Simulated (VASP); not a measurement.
TaN, 4 atoms in the cell. Symmetry: P6_3/mmc, No. 194, hexagonal system. The conventional cell has a = 2.922 Å, b = 2.922 Å, c = 5.917 Å, α = 90.00°, β = 90.00°, γ = 120.00°. Around Ta (site symmetry -3m) lie 6 N at 2.24 Å. N (site symmetry -6m2) has 6 Ta at 2.24 Å as nearest neighbours. The cell comes from a database or a generator and needn't be the stable form of this composition.

```yaml
Program: VASP 6.6.1
Task: single point
Functional: PBEsol
Potentials_or_basis: VASP PAW PBE potentials, release 64 (Ta_pv, N)
Cutoff: 520 eV
k_mesh: 7 × 7 × 4
Occupations: fermi-dirac, width 0.05 eV
Spin: no spin polarisation
Hubbard_terms: Ta d U = 8 eV
Further_INCAR_settings: ALGO = Fast; EDIFF = 1e-06; NBANDS = 24
```

Potentials or basis: VASP PAW PBE potentials, release 64 (Ta_pv, N).

Launch:

```sh
$ cat potpaw_PBE.64/Ta_pv/POTCAR potpaw_PBE.64/N/POTCAR > POTCAR
$ mpirun -np 1 vasp_std > vasp.out
```

Hardware: 1 thread of AMD EPYC 9R14 (Zen 4) (shared host).

Problem. Estimate the wall time of this run.

Solution. It took 22 s on 1 thread of AMD EPYC 9R14 (Zen 4), with other jobs on the host, peak memory 0.14 GiB. Counts: scf iterations 15, k points 24.
